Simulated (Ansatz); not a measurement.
input.yaml (Ansatz)

```yaml
crystal:
  lattice:
    - [0.0, 2.3577359631, 2.3577359631]
    - [2.3577359631, 0.0, 2.3577359631]
    - [2.3577359631, 2.3577359631, 0.0]
  atoms:
    - { symbol: In, position: [0.0, 0.0, 0.0] }
hamiltonian:
  xc: r2scan
  pseudopotentials:
    kind: paw
    azcp:
      In: "pseudopotentials/In.paw.azcp"
basis:
  ecutwfc: 500
  fft_grid_basis: typed
kpoints:
  mp_grid: { grid: [6, 6, 6], shift: [0, 0, 0] }
magnetization:
  spin_polarized: false
scf:
  occupations: { method: fermi_dirac, width: 0.1 }
output:
  write_density: true
  write_potential: true
  elf: true
  volumetric_format: npy
```

Output

```
Engine: ansatz 0.2.0, aarch64-unknown-linux-gnu
Pseudopotentials: kind: paw
Pseudopotential: In, paw, valence charge 13, recommended cutoff 500 eV (meta_gga) 
Functional definition: r2SCAN
  parameter k0 = 0.174
  parameter k1 = 0.065
  parameter a1 = 4.9479
  exchange = r2scan_x(k0 = k0, k1 = k1, a1 = a1)
  correlation = r2scan_c
Crystal: 1 atoms, lattice volume = 26.213 Å³
Basis set: ecut = 500 eV, 645 PW (Γ), exchange–correlation on 100×100×100 points (64 copies of the dense FFT grid, shifted against one another)
Bands: 11, of which v1, the nominal top of the filled ones, is band 7 counted from 1 (6 counted from 0)
Symmetry: 48 space group operations
Space group: Fm-3m (ITA 225), of the structure as read, at distance tolerance 3.0e-5 Å
k-points: 16 of 216
Non-local potential: In, projectors of the file, l = 0: 2, l = 1: 2, l = 2: 2, l = 3: 2
PAW form: soft (Blöchl's): semilocal exchange-correlation on the pseudo side does not see the compensation charge
PAW frozen core: In, regenerated for the run's functional (the file was generated under x = pbe(κ = 0.804, μ = 0.2195149727645171), c = pbe(β = 0.06672455060314922))
PAW one-centre angular grid: In, 590 points (default); XC on 289 of its mesh's 2783 points in the sphere
Initial density: superposition of atomic densities (neutral atoms: chi_scale 0, normalization atom), corrected by the library's trained network
Initial wavefunctions: pseudopotential atomic-orbital guess
Functional: x = r2scan, c = r2scan; τ floored in thin density (d = 2e-4 eV/Å³)
SCF iter   1: F=—  HF=-5611.858800 eV  |F-HF|=—  |Δ(HF+E_count)|=         —  Δρ=8.94e-3  dr2=1.01e-2  dr2_τ=1.34e-3  ethr=1.77e-3  ⟨swp⟩=5.0  Hψ=1064  notcnv=0
SCF iter   2: F=—  HF=-5611.862130 eV  |F-HF|=—  |Δ(HF+E_count)|=   3.33e-3  Δρ=2.69e-3  dr2=9.08e-4  dr2_τ=7.44e-5  ethr=7.77e-5  ⟨swp⟩=2.9  Hψ=473  notcnv=0  defer=6
SCF iter   3: F=—  HF=-5611.862673 eV  |F-HF|=—  |Δ(HF+E_count)|=   5.43e-4  Δρ=1.07e-3  dr2=1.40e-4  dr2_τ=3.91e-6  ethr=6.99e-6  ⟨swp⟩=1.8  Hψ=184  notcnv=0  defer=6
SCF iter   4: F=—  HF=-5611.862745 eV  |F-HF|=—  |Δ(HF+E_count)|=   7.16e-5  Δρ=3.10e-5  dr2=1.41e-7  dr2_τ=6.12e-9  ethr=1.08e-6  ⟨swp⟩=2.0  Hψ=194  notcnv=0  defer=6
SCF iter   5: F=—  HF=-5611.862747 eV  |F-HF|=—  |Δ(HF+E_count)|=   1.85e-6  Δρ=9.07e-6  dr2=1.41e-8  dr2_τ=1.12e-9  ethr=1.08e-9  ⟨swp⟩=2.1  Hψ=272  notcnv=0  defer=6
SCF iter   6: F=-5611.862747 eV  HF=-5611.862747 eV  |F-HF|=4.71e-10  |Δ(HF+E_count)|=   5.83e-8  Δρ=9.04e-7  dr2=2.22e-10  dr2_τ=1.06e-11  ethr=1.08e-10  ⟨swp⟩=2.8  Hψ=639  notcnv=0
SCF 1 converged in 6 iterations: F = -5611.862747 eV  dr2 = 2.22e-10
SCF converged after 6 iterations
Free energy (F): -5611.862747 eV
Harris-Foulkes:  -5611.862747 eV  (|F-HF|=4.71e-10)
Internal energy: -5611.850808 eV  (E = F + TS)
E sigma→0 (E₀):  -5611.856777 eV
Entropy (-TS):   -0.011939 eV (-11.939 meV/atom)
Fermi energy:    10.143965 eV
--- Per-component energies (eV) ---
  E_band       = -31.501080
  E_kinetic    = 241.159434
  E_local      = -1077.980672  (includes V_loc(G=0)·N_el)
  E_nonlocal   = 366.715167
  E_hartree    = 423.539057
  E_xc         = -201.305523
  E_vxc        = -107.362672  (∫ρ·V_xc dr)
  E_paw        = -4181.876063  (= ΣΔE_a)
  E_vpaw       = -308.742214  (= ΣTr[D̂ρ^β])
  E_aug_tail   = 0.000008  (compensation charges beyond the density's cutoff)
  E_vtau       = 7.631502  (kinetic-family band-sum trace: ∫τ·v_τ [+ j·A + Jᵃ·Aᵃ] dr)
  E_ewald      = -1183.067763
  E_core_change = 0.965546  (= ΣΔE_core)
  E_smearing   = -0.011939  (= −TS)
  E_closure    = 0.000000  (closes the sum)
  Σ components = -5611.862747   (vs F -5611.862747, Δ=0.00e0)
--- Band table (eV; the first three rows and the last of 16) ---
  k-point 0: bands = ["-5.1122", "-5.1122", "-5.1122", "-4.9357", "-4.9357", "0.1484", "21.3746", "21.3746", "21.3746", "22.2409", "24.7549"]
  k-point 1: bands = ["-5.1235", "-5.0758", "-5.0758", "-4.9308", "-4.9308", "0.7943", "16.4273", "20.4831", "20.4831", "22.0012", "26.0779"]
  k-point 2: bands = ["-5.1624", "-5.0828", "-5.0828", "-4.8378", "-4.8378", "2.7732", "10.7758", "19.4582", "19.4582", "21.8474", "24.0694"]
  k-point 15: bands = ["-5.2057", "-5.1639", "-4.9006", "-4.8540", "-4.7295", "8.5245", "8.7680", "11.5430", "12.2752", "21.9851", "22.2346"]
```

Launched by

```sh
ansatz run input.yaml --threads 4 --pin off --max-ram 8192MiB --backend cpu --events-out ev --progress --plain --runs-dir out
```

On 4 threads of Arm Neoverse V1 (shared host) this took about 0.59 s of wall time and 1.5 s of CPU time, with 0.32 GiB at the peak.
